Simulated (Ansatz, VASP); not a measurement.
## Al in VASP and in Ansatz

```
Al
1.0
    -1.60609    1.60609    1.60609
     1.60609   -1.60609    1.60609
     1.60609    1.60609   -1.60609
Al
1
Direct
  0.00000 0.00000 0.00000
```

Alike in both runs: functional PBEsol; k mesh 24 × 24 × 24; occupations gaussian, width 0.1 eV; no spin polarisation.

Ansatz relaxed the structure, and its values are those at the end. VASP's run is a single point on that final structure, the one shown.

|  | VASP | Ansatz |
| --- | --- | --- |
| version | VASP 6.6.1 | Ansatz 0.2.0 |
| potentials or method | VASP PAW PBE potentials, release 64 (Al) | scalar-relativistic, plane waves, PAW |
| plane-wave cutoff (eV) | 520 | 420 |
| valence electrons in the cell | 3 | 3 |

Ansatz gave:

| Item | Value |
| --- | --- |
| gap on the k mesh at the Fermi level (eV) | none |
| pressure (GPa) | 0.0 |

**Question.** What did VASP give for the same quantities?

**Answer.** gap on the k mesh at the Fermi level (eV): none; pressure (GPa): 0.1.

A gap of «none» marks a metal or a gap that the smearing closes.

Caveats: the PAW data sets were made with another functional, which shifts forces and pressure a little (VASP).
